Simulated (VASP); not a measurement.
BN: relaxation of cell and atoms with PBEsol

Crystal: BN.

```
B N
1.0
     2.38417    0.00000    0.00000
    -1.19209    2.06475    0.00000
     0.00000    0.00000    3.89335
B N
2 2
Direct
  0.33333 0.66667 0.00000
  0.66667 0.33333 0.50000
  0.33333 0.66667 0.37500
  0.66667 0.33333 0.87500
```

The cell was built by a generator and needn't be a form met in nature.

```yaml
Program: VASP 6.6.1
Task: relaxation of cell and atoms
Functional: PBEsol
Potentials_or_basis: VASP PAW PBE potentials, release 64 (B, N)
Cutoff: 600 eV
k_mesh: 9 × 9 × 6
Occupations: fermi-dirac, width 0.03 eV
Spin: no spin polarisation
Dipole_correction: no
Further_INCAR_settings: ALGO = Normal; EDIFF = 1e-07; IBRION = 2; EDIFFG = -0.01; NSW = 100; ISIF = 3
```

* Relaxed volume: 5.88 Å³/atom
* Relaxed cell: a = 2.542 Å, b = 2.542 Å, c = 4.205 Å, α = 90.00°, β = 90.00°, γ = 120.00°
* Space group after relaxing (to 0.05 Å): P6_3mc (No. 186)
* Energy gained by relaxing: 338.4 meV/atom
* Ionic steps: 9
* Pressure after relaxing: 0.0 GPa
* Band gap on the k mesh: 4.95 eV, indirect (least direct gap 8.20 eV)

The path:
| step | energy change (eV) | largest force (eV/Å) | pressure (GPa) | volume (Å³) |
| --- | --- | --- | --- | --- |
| 1 | 0.0000 | 0.0626 | 115.32 | 19.17 |
| 2 | 0.2865 | 0.3414 | -62.71 | 30.40 |
| 3 | -1.3505 | 0.0346 | -3.99 | 23.79 |
| 4 | -1.3536 | 0.0268 | -0.76 | 23.59 |
| 5 | -1.3536 | 0.0232 | 0.79 | 23.49 |
| 6 | -1.3536 | 0.0253 | 0.80 | 23.49 |
| 7 | -1.3536 | 0.0013 | 0.80 | 23.49 |
| 8 | -1.3537 | 0.0007 | 0.50 | 23.51 |
| 9 | -1.3538 | 0.0009 | 0.01 | 23.54 |

Final structure:
```cif
data_structure
_symmetry_space_group_name_H-M 'P 1'
_symmetry_Int_Tables_number 1
_cell_length_a 2.5424
_cell_length_b 2.5424
_cell_length_c 4.2052
_cell_angle_alpha 90.000
_cell_angle_beta 90.000
_cell_angle_gamma 120.000
_cell_volume 23.54
loop_
_atom_site_label
_atom_site_type_symbol
_atom_site_fract_x
_atom_site_fract_y
_atom_site_fract_z
_atom_site_occupancy
B1 B 0.33333 0.66667 0.00028 1
B2 B 0.66667 0.33333 0.50028 1
N1 N 0.33333 0.66667 0.37472 1
N2 N 0.66667 0.33333 0.87472 1
```

Levels at points of the mesh, in eV from the valence-band top:
| k point | band 6 | band 7 | band 8 | band 9 | band 10 | band 11 |
| --- | --- | --- | --- | --- | --- | --- |
| (0.00, 0.00, 0.00) | -0.28 | 0.00 | 0.00 | 8.32 | 8.32 | 8.56 |
| (0.00, 0.00, 0.50) | -1.19 | -1.19 | -1.19 | 9.46 | 9.46 | 9.88 |

It took 73 s on 1 thread of AMD EPYC 7R43 64-Core Processor (Zen 3) (shared host), peak memory 0.1 GiB.

Caveat: the volume moved by over 15 % at a fixed basis, so the end points are rough; the PAW data sets were made with another functional, which shifts forces and pressure a little; an odd mesh through Γ misses points on the zone boundary, where band edges often lie.
